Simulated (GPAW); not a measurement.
The system is AlRu.

```xyz
2
Lattice="2.9916 0.0000 0.0000 0.0000 2.9916 0.0000 0.0000 0.0000 2.9916" Properties=species:S:1:pos:R:3 pbc="T T T"
Ru    1.4958    1.4958    1.4958
Al    0.0000    0.0000    0.0000
```

- Program: GPAW 26.7.0
- Task: relaxation of cell and atoms
- Functional: RPBE
- Potentials or basis: the program's PAW data sets (release 1.2.1) made for this functional
- Cutoff: 600 eV
- Basis: pw
- k mesh: 9 × 9 × 9
- Occupations: fermi-dirac, width 0.05 eV
- Spin: no spin polarisation

At the start: pressure 6.9 GPa; volume 13.39 Å³/atom.

Task: Where does the relaxation end?

Result: Over 3 steps the energy falls by 9.6 meV/atom and the volume is 13.83 Å³/atom (+3.3 %); space group Pm-3m (No. 221, to 0.05 Å).

Step by step:
```tsv
step	energy change (eV)	largest force (eV/Å)	pressure (GPa)	volume (Å³)
1	0.0000	0.0000	6.92	26.77
2	-0.0117	0.0000	4.22	27.11
3	-0.0193	0.0000	0.16	27.66
```

Final structure:
```
Ru Al
1.0
     3.02413    0.00000    0.00000
     0.00000    3.02413    0.00000
     0.00000    0.00000    3.02413
Ru Al
1 1
Direct
  0.50000 0.50000 0.50000
  0.00000 0.00000 0.00000
```

Caveat: later steps reuse the first step's grids.
